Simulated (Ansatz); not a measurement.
# MnSb (Fm-3m) in Ansatz: equation of state

How stiff is MnSb in PBE, and what volume does it want? The cell is scaled to several volumes.

Everything below comes from runs of Ansatz 0.2.0. Logs are shortened: lines on timing, memory, paths and dates and some standing lists are left out, and cuts for length are marked.

### Step 1. The crystal as given

Symmetry: Fm-3m, No. 225, cubic system. Conventional cell: a = 5.590 Å, b = 5.590 Å, c = 5.590 Å, α = 90.00°, β = 90.00°, γ = 90.00°. Sb (site symmetry m-3m) has 6 Mn at 2.80 Å as nearest neighbours. Around Mn (site symmetry m-3m) lie 6 Sb at 2.80 Å.

The cell comes from a database or a generator and needn't be the stable form of this composition.

### Step 2. Single point, PBE, collinear spin, ferromagnetic start, 20.52 Å³/atom (volume scaled by 0.94)

Contents of input.yaml:

```yaml
crystal:
  lattice:
    - [0.0, 2.7379588472, 2.7379588472]
    - [2.7379588472, 0.0, 2.7379588472]
    - [2.7379588472, 2.7379588472, 0.0]
  atoms:
    - { symbol: Sb, position: [0.5, 0.5, 0.5] }
    - { symbol: Mn, position: [0.0, 0.0, 0.0], spin: 4.0 }
hamiltonian:
  xc: pbe
  pseudopotentials: { kind: paw }
magnetization:
  spin_polarized: true
kpoints:
  mp_grid: { grid: [8, 8, 8] }
scf:
  occupations: { method: fermi_dirac, width: 0.05 }
output:
  forces: true
  stress: true
  eigenvalues: true
  write_density: true
  write_potential: true
  elf: true
  volumetric_format: npy
```

Potentials or basis: Ansatz PAW.

Command:

```bash
ansatz run input.yaml --threads 2 --pin off --max-ram 5120MiB --backend cpu --events-out ev --progress --plain --runs-dir out
```

What it wrote:

```text
Warning: RAYON_NUM_THREADS=2 ignored (pool sized by the plan → 2); use --threads N
Engine: ansatz 0.2.0, aarch64-unknown-linux-gnu
Pseudopotentials: kind: paw
Pseudopotential: Sb, paw, valence charge 15, recommended cutoff 420 eV (normal), Sb.paw.azcp
Pseudopotential: Mn, paw, valence charge 15, recommended cutoff 420 eV (normal), Mn.paw.azcp
Functional definition: PBE
  parameter kappa = 0.804
  parameter beta = 0.06672455060314922
  exchange = pbe_x(kappa = kappa, mu = beta*pi^2/3)
  correlation = pbe_c(beta = beta)
Crystal: 2 atoms, lattice volume = 41.050 Å³
Basis set: ecut = 420 eV, 821 PW (Γ), exchange–correlation on 54×54×54 points (8 copies of the dense FFT grid, shifted against one another)
Bands: 21, of which v1, the nominal top of the filled ones, is band 15 counted from 1 (14 counted from 0)
Symmetry: 48 space group operations
Space group: Fm-3m (ITA 225), of the structure as read, at distance tolerance 3.4e-5 Å
Magnetic group: BNS 225.116 (UNI 1618), of the structure as read, at distance tolerance 3.4e-5 Å
k-points: 29 of 512
Non-local potential: Sb, projectors of the file, l = 0: 2, l = 1: 2, l = 2: 2, l = 3: 2
Non-local potential: Mn, projectors of the file, l = 0: 3, l = 1: 2, l = 2: 3, l = 3: 1
PAW form: soft (Blöchl's): semilocal exchange-correlation on the pseudo side does not see the compensation charge
PAW one-centre angular grid: Sb, 590 points (default); XC on 64 Gauss nodes
PAW one-centre angular grid: Mn, 590 points (default); XC on 64 Gauss nodes
Initial density: superposition of atomic densities (chi_scale 0.1, normalization cell)
Starting moments: Σ|m| = 4 μB on 1 of 2 sites
Initial wavefunctions: pseudopotential atomic-orbital guess
Functional: x = pbe(κ = 0.804, μ = 0.2195149727645171), c = pbe(β = 0.06672455060314922)
iter 1 solved again at ethr=1.96e-4 eV; its pass at ethr=3.10e-3 eV (dr2=5.89e-2 eV) is discarded
SCF iter   1: F=—  HF=-10382.413537 eV  |F-HF|=—  |Δ(HF+E_count)|=         —  Δρ=1.26e-2 (↑1.16e-2 ↓1.26e-2)  dr2=5.94e-2  dr2_m=3.07e-2  M=3.812 μB ∫|m|=4.061 μB  β_m=0.30  ethr=1.96e-4  ⟨swp⟩=1.2  Hψ=6836  notcnv=0
Mixer restart at iter 1: flushing history
preconditioner: auto → Kerker (q_TF=auto, 2.589 Å⁻¹)  [metal: Δε(μ)=0.044 eV  Ē_g=7.940 eV  σ=0.050 eV  W_gap=0.21  n_scr=14 (ndim 8)  ℏωp=20.1 eV  f_vac=0.000  D(μ)=0.89/eV (n_scr^D=0)]
spin=Collinear: Kerker preconditioning applied to the charge; magnetization (m = ρ↑ − ρ↓) channel mixes plain (no charge-response kernel on spin).
SCF iter   2: F=—  HF=-10382.599789 eV  |F-HF|=—  |Δ(HF+E_count)|=   1.86e-1  Δρ=1.02e-2 (↑1.02e-2 ↓9.99e-3)  dr2=6.83e-2  dr2_m=1.60e-2  M=3.798 μB ∫|m|=4.059 μB  β_m=0.65  ethr=1.96e-4  ⟨swp⟩=2.0  Hψ=1550  notcnv=0
SCF iter   3: F=—  HF=-10382.876172 eV  |F-HF|=—  |Δ(HF+E_count)|=         —  Δρ=9.27e-3 (↑5.53e-3 ↓9.27e-3)  dr2=9.40e-2  dr2_m=4.19e-3  M=3.749 μB ∫|m|=4.029 μB  β_m=0.65  ethr=1.96e-4  ⟨swp⟩=3.5  Hψ=2514  notcnv=0
Mixer restart at iter 3: flushing history
SCF iter   4: F=—  HF=-10382.984675 eV  |F-HF|=—  |Δ(HF+E_count)|=   1.09e-1  Δρ=5.35e-3 (↑3.91e-3 ↓5.35e-3)  dr2=2.25e-2  dr2_m=4.83e-3  M=3.732 μB ∫|m|=4.006 μB  β_m=0.82  ethr=1.96e-4  ⟨swp⟩=2.5  Hψ=2131  notcnv=0  defer=7
SCF iter   5: F=—  HF=-10382.997507 eV  |F-HF|=—  |Δ(HF+E_count)|=   1.28e-2  Δρ=2.57e-3 (↑2.57e-3 ↓2.09e-3)  dr2=1.16e-2  dr2_m=5.80e-5  M=3.729 μB ∫|m|=4.001 μB  β_m=0.77  ethr=7.51e-5  ⟨swp⟩=2.0  Hψ=2125  notcnv=0  defer=15
SCF iter   6: F=—  HF=-10382.991955 eV  |F-HF|=—  |Δ(HF+E_count)|=   5.55e-3  Δρ=2.25e-3 (↑2.25e-3 ↓2.19e-3)  dr2=5.78e-3  dr2_m=3.20e-5  M=3.731 μB ∫|m|=3.998 μB  β_m=0.88  ethr=3.87e-5  ⟨swp⟩=2.1  Hψ=2394  notcnv=0  defer=17
SCF iter   7: F=—  HF=-10382.994689 eV  |F-HF|=—  |Δ(HF+E_count)|=   2.73e-3  Δρ=6.35e-4 (↑4.35e-4 ↓6.35e-4)  dr2=3.45e-4  dr2_m=1.44e-5  M=3.736 μB ∫|m|=4.006 μB  β_m=0.94  ethr=1.93e-5  ⟨swp⟩=2.0  Hψ=1968  notcnv=0  defer=23
SCF iter   8: F=—  HF=-10382.995341 eV  |F-HF|=—  |Δ(HF+E_count)|=   6.52e-4  Δρ=2.13e-4 (↑1.30e-4 ↓2.13e-4)  dr2=3.95e-5  dr2_m=1.64e-6  M=3.739 μB ∫|m|=4.009 μB  β_m=0.97  ethr=1.15e-6  ⟨swp⟩=2.2  Hψ=1698  notcnv=0  defer=23
SCF iter   9: F=—  HF=-10382.995401 eV  |F-HF|=—  |Δ(HF+E_count)|=   6.03e-5  Δρ=4.11e-5 (↑4.11e-5 ↓3.67e-5)  dr2=2.71e-6  dr2_m=2.39e-8  M=3.740 μB ∫|m|=4.010 μB  β_m=0.91  ethr=1.32e-7  ⟨swp⟩=2.2  Hψ=1644  notcnv=0  defer=23
SCF iter  10: F=—  HF=-10382.995401 eV  |F-HF|=—  |Δ(HF+E_count)|=   3.33e-7  Δρ=2.14e-5 (↑9.85e-6 ↓2.14e-5)  dr2=1.68e-7  dr2_m=7.55e-8  M=3.740 μB ∫|m|=4.011 μB  β_m=0.96  ethr=9.02e-9  ⟨swp⟩=2.0  Hψ=1870  notcnv=0  defer=23
SCF iter  11: F=—  HF=-10382.995401 eV  |F-HF|=—  |Δ(HF+E_count)|=   2.29e-7  Δρ=7.23e-6 (↑2.75e-6 ↓7.23e-6)  dr2=4.54e-8  dr2_m=2.27e-9  M=3.740 μB ∫|m|=4.011 μB  β_m=0.98  ethr=5.61e-10  ⟨swp⟩=2.0  Hψ=1518  notcnv=0  defer=23
SCF iter  12: F=-10382.995401 eV  HF=-10382.995401 eV  |F-HF|=4.80e-9  |Δ(HF+E_count)|=   1.03e-8  Δρ=2.06e-6 (↑1.55e-6 ↓2.06e-6)  dr2=5.54e-9  dr2_m=4.85e-11  M=3.740 μB ∫|m|=4.011 μB  ethr=1.51e-10  ⟨swp⟩=7.2  Hψ=6665  notcnv=0
SCF 1 converged in 12 iterations: F = -10382.995401 eV  dr2 = 5.54e-9
SCF converged after 12 iterations
Magnetization: 3.7398 μB (16.8699 up, 13.1301 down)
Absolute magnetization: 4.0163 μB (∫|ρ↑−ρ↓|, with the PAW one-centre terms)
Spin contamination: 0.1435 ħ² per cell (⟨S²⟩ above its minimum at these occupations)
Per-site moments (μB) at R_I (Å): [(-0.07739480295406337, 1.12940802447), (3.6638767214623646, 1.12940802447)]
Free energy (F): -10382.995401 eV
Harris-Foulkes:  -10382.995401 eV  (|F-HF|=4.80e-9)
Internal energy: -10382.987134 eV  (E = F + TS)
E sigma→0 (E₀):  -10382.991268 eV
Entropy (-TS):   -0.008267 eV (-4.134 meV/atom)
Fermi energy:    12.968864 eV
--- Per-component energies (eV) ---
  E_band       = -396.219530
  E_kinetic    = 511.198023
  E_local      = -3556.462359  (includes V_loc(G=0)·N_el)
  E_nonlocal   = 612.429233
  E_hartree    = 1540.416127
  E_xc         = -251.197450
  E_vxc        = -240.611967  (∫ρ·V_xc dr)
  E_paw        = -5881.899668  (= ΣΔE_a)
  E_vpaw       = -803.600778  (= ΣTr[D̂ρ^β])
  E_aug_tail   = -0.000011  (compensation charges beyond the density's cutoff)
  E_ewald      = -3357.471030
  E_smearing   = -0.008267  (= −TS)
  E_closure    = -0.000000  (closes the sum)
  Σ components = -10382.995401   (vs F -10382.995401, Δ=0.00e0)
--- Forces (eV/Å), atoms counted from 1 ---
  atom   1  Sb     0.00000000    -0.00000000    -0.00000000
  atom   2  Mn    -0.00000000     0.00000000     0.00000000
  max |Σ_I F_I| component: 7.77e-29 eV/Å
--- Stress (GPa, compression-positive) ---
        3.841435       0.000000       0.000000
        0.000000       3.841435       0.000000
       -0.000000      -0.000000       3.841435
  P = ⅓ Tr σ = 3.8414 GPa (38.414 kbar)
--- Band table (eV; the first three rows and the last of 58) ---
  k-point 0 ↑: bands = ["-68.4529", "-37.2123", "-37.2123", "-37.2123", "-15.8814", "-15.8814", "-15.8477", "-15.8477", "-15.8477", "1.0236", "9.8986", "9.8986", "9.8986", "10.1873", "10.1873", "14.3913", "14.3913", "14.3913", "18.6593", "21.0665", "21.5096"]
  k-point 1 ↑: bands = ["-68.4529", "-37.2130", "-37.2125", "-37.2125", "-15.8804", "-15.8804", "-15.8470", "-15.8459", "-15.8459", "1.2445", "9.7571", "9.8768", "9.8768", "10.0804", "10.0804", "13.0843", "14.6077", "14.6077", "19.1797", "20.5397", "21.2616"]
  k-point 2 ↑: bands = ["-68.4528", "-37.2146", "-37.2129", "-37.2129", "-15.8785", "-15.8785", "-15.8452", "-15.8412", "-15.8412", "1.8835", "9.0364", "9.5680", "9.5680", "10.1420", "10.1420", "11.4047", "15.1075", "15.1075", "18.2302", "19.8220", "19.8220"]
  k-point 28 ↓: bands = ["-64.5644", "-33.3995", "-33.3995", "-33.3986", "-15.8968", "-15.8846", "-15.8613", "-15.8613", "-15.8460", "3.9975", "9.1106", "9.1106", "9.8549", "13.6195", "13.8990", "13.8990", "14.1455", "14.2568", "20.1088", "20.6192", "21.5529"]
```

Run time: 2.4 s. Hardware: 2 threads of Arm Neoverse V2, shared host; peak memory 0.34 GiB.

Results:

| Quantity | Value |
| --- | --- |
| Free energy | -10382.9954 eV |
| Pressure | 3.8 GPa |
| Band gap on the k mesh | none (metal or under the smearing width) |
| Net moment | 3.74 μB per cell |
| Absolute moment | 4.02 μB per cell |
| Site moments | Sb -0.08; Mn +3.66 μB |

Caveat: a cell with one magnetic atom can't hold antiferromagnetic order, which such compounds often take.

### Step 3. Single point, PBE, collinear spin, ferromagnetic start, 20.96 Å³/atom (volume scaled by 0.96)

Contents of input.yaml:

```yaml
crystal:
  lattice:
    - [0.0, 2.7572408829, 2.7572408829]
    - [2.7572408829, 0.0, 2.7572408829]
    - [2.7572408829, 2.7572408829, 0.0]
  atoms:
    - { symbol: Sb, position: [0.5, 0.5, 0.5] }
    - { symbol: Mn, position: [0.0, 0.0, 0.0], spin: 4.0 }
hamiltonian:
  xc: pbe
  pseudopotentials: { kind: paw }
magnetization:
  spin_polarized: true
kpoints:
  mp_grid: { grid: [8, 8, 8] }
scf:
  occupations: { method: fermi_dirac, width: 0.05 }
output:
  forces: true
  stress: true
  eigenvalues: true
```

Potentials or basis: Ansatz PAW.

Command:

```bash
ansatz run input.yaml --threads 2 --pin off --max-ram 5120MiB --backend cpu --events-out ev --progress --plain --runs-dir out
```

Wall time 2 s (2 threads of Arm Neoverse V2, shared host); peak memory 0.34 GiB.

Results (log left out):

```
Free energy            : -10383.0119 eV
Pressure               : 2.3 GPa
Band gap on the k mesh : none (metal or under the smearing width)
Net moment             : 3.78 μB per cell
Absolute moment        : 4.07 μB per cell
Site moments           : Sb -0.08; Mn +3.71 μB
```

Caveat: a cell with one magnetic atom can't hold antiferromagnetic order, which such compounds often take.

### Step 4. Single point, PBE, collinear spin, ferromagnetic start, 21.40 Å³/atom (volume scaled by 0.98)

input.yaml, as its differences from that of step 3:

```diff
@@ -2,5 +2,5 @@
   lattice:
-    - [0.0, 2.7572408829, 2.7572408829]
-    - [2.7572408829, 0.0, 2.7572408829]
-    - [2.7572408829, 2.7572408829, 0.0]
+    - [0.0, 2.7762569381, 2.7762569381]
+    - [2.7762569381, 0.0, 2.7762569381]
+    - [2.7762569381, 2.7762569381, 0.0]
   atoms:
```

Command:

```bash
ansatz run input.yaml --threads 2 --pin off --max-ram 5120MiB --backend cpu --events-out ev --progress --plain --runs-dir out
```

Run time: 1.9 s. Hardware: 2 threads of Arm Neoverse V2, shared host; peak memory 0.34 GiB.

Results (log left out):

- Free energy: -10383.0205 eV
- Pressure: 0.9 GPa
- Band gap on the k mesh: none (metal or under the smearing width)
- Net moment: 3.82 μB per cell
- Absolute moment: 4.12 μB per cell
- Site moments: Sb -0.09; Mn +3.76 μB

Caveat: a cell with one magnetic atom can't hold antiferromagnetic order, which such compounds often take.

### Step 5. Single point, PBE, collinear spin, ferromagnetic start, 21.83 Å³/atom

input.yaml, as its differences from that of step 4:

```diff
@@ -2,5 +2,5 @@
   lattice:
-    - [0.0, 2.7762569381, 2.7762569381]
-    - [2.7762569381, 0.0, 2.7762569381]
-    - [2.7762569381, 2.7762569381, 0.0]
+    - [0.0, 2.795016, 2.795016]
+    - [2.795016, 0.0, 2.795016]
+    - [2.795016, 2.795016, 0.0]
   atoms:
```

Command:

```bash
ansatz run input.yaml --threads 2 --pin off --max-ram 5120MiB --backend cpu --events-out ev --progress --plain --runs-dir out
```

It took 1.9 s on 2 threads of Arm Neoverse V2, shared host; peak memory 0.34 GiB.

It converged, with:

| Item | Value |
| --- | --- |
| Free energy | -10383.0218 eV |
| Pressure | -0.4 GPa |
| Band gap on the k mesh | none (metal or under the smearing width) |
| Net moment | 3.85 μB per cell |
| Absolute moment | 4.17 μB per cell |
| Site moments | Sb -0.10; Mn +3.81 μB |

Caveat: a cell with one magnetic atom can't hold antiferromagnetic order, which such compounds often take.

### Step 6. Single point, PBE, collinear spin, ferromagnetic start, 22.27 Å³/atom (volume scaled by 1.02)

input.yaml, as its differences from that of step 5:

```diff
@@ -2,5 +2,5 @@
   lattice:
-    - [0.0, 2.795016, 2.795016]
-    - [2.795016, 0.0, 2.795016]
-    - [2.795016, 2.795016, 0.0]
+    - [0.0, 2.8135265792, 2.8135265792]
+    - [2.8135265792, 0.0, 2.8135265792]
+    - [2.8135265792, 2.8135265792, 0.0]
   atoms:
```

Potentials or basis: Ansatz PAW.

Command:

```bash
ansatz run input.yaml --threads 2 --pin off --max-ram 5120MiB --backend cpu --events-out ev --progress --plain --runs-dir out
```

Wall time 1.9 s (2 threads of Arm Neoverse V2, shared host); peak memory 0.34 GiB.

Results (log left out):

- Free energy: -10383.0165 eV
- Pressure: -1.5 GPa
- Band gap on the k mesh: none (metal or under the smearing width)
- Net moment: 3.87 μB per cell
- Absolute moment: 4.22 μB per cell
- Site moments: Sb -0.10; Mn +3.85 μB

Caveat: a cell with one magnetic atom can't hold antiferromagnetic order, which such compounds often take.

### Step 7. Single point, PBE, collinear spin, ferromagnetic start, 22.71 Å³/atom (volume scaled by 1.04)

input.yaml, as its differences from that of step 6:

```diff
@@ -2,5 +2,5 @@
   lattice:
-    - [0.0, 2.8135265792, 2.8135265792]
-    - [2.8135265792, 0.0, 2.8135265792]
-    - [2.8135265792, 2.8135265792, 0.0]
+    - [0.0, 2.8317967442, 2.8317967442]
+    - [2.8317967442, 0.0, 2.8317967442]
+    - [2.8317967442, 2.8317967442, 0.0]
   atoms:
```

Command:

```bash
ansatz run input.yaml --threads 2 --pin off --max-ram 5120MiB --backend cpu --events-out ev --progress --plain --runs-dir out
```

It took 2 s on 2 threads of Arm Neoverse V2, shared host; peak memory 0.34 GiB.

The run converged. Its results:

* Free energy: -10383.0055 eV
* Pressure: -2.5 GPa
* Band gap on the k mesh: none (metal or under the smearing width)
* Net moment: 3.90 μB per cell
* Absolute moment: 4.26 μB per cell
* Site moments: Sb -0.11; Mn +3.88 μB

Caveat: a cell with one magnetic atom can't hold antiferromagnetic order, which such compounds often take.

### Step 8. Single point, PBE, collinear spin, ferromagnetic start, 23.15 Å³/atom (volume scaled by 1.06)

input.yaml, as its differences from that of step 7:

```diff
@@ -2,5 +2,5 @@
   lattice:
-    - [0.0, 2.8317967442, 2.8317967442]
-    - [2.8317967442, 0.0, 2.8317967442]
-    - [2.8317967442, 2.8317967442, 0.0]
+    - [0.0, 2.8498341525, 2.8498341525]
+    - [2.8498341525, 0.0, 2.8498341525]
+    - [2.8498341525, 2.8498341525, 0.0]
   atoms:
```

Command:

```bash
ansatz run input.yaml --threads 2 --pin off --max-ram 5120MiB --backend cpu --events-out ev --progress --plain --runs-dir out
```

Run time: 2 s. Hardware: 2 threads of Arm Neoverse V2, shared host; peak memory 0.35 GiB.

The run converged. Its results:

```
Free energy            : -10382.9893 eV
Pressure               : -3.4 GPa
Band gap on the k mesh : none (metal or under the smearing width)
Net moment             : 3.93 μB per cell
Absolute moment        : 4.30 μB per cell
Site moments           : Sb -0.12; Mn +3.92 μB
```

Caveat: a cell with one magnetic atom can't hold antiferromagnetic order, which such compounds often take.

### Step 9. Equation of state, PBE, collinear spin, ferromagnetic start

Potentials or basis: Ansatz PAW.

No new run: the results of the series are fitted here.

Results:

```yaml
Equilibrium_volume: 21.70 Å³/atom
Bulk_modulus: 61 GPa
Pressure_derivative_of_the_bulk_modulus: 4.4
```

Energy against volume, from the lowest point:
```tsv
volume (Å³/atom)	energy (meV/atom)
20.525	13.17
20.962	4.90
21.398	0.65
21.835	0.00
22.272	2.61
22.708	8.10
23.145	16.22
```
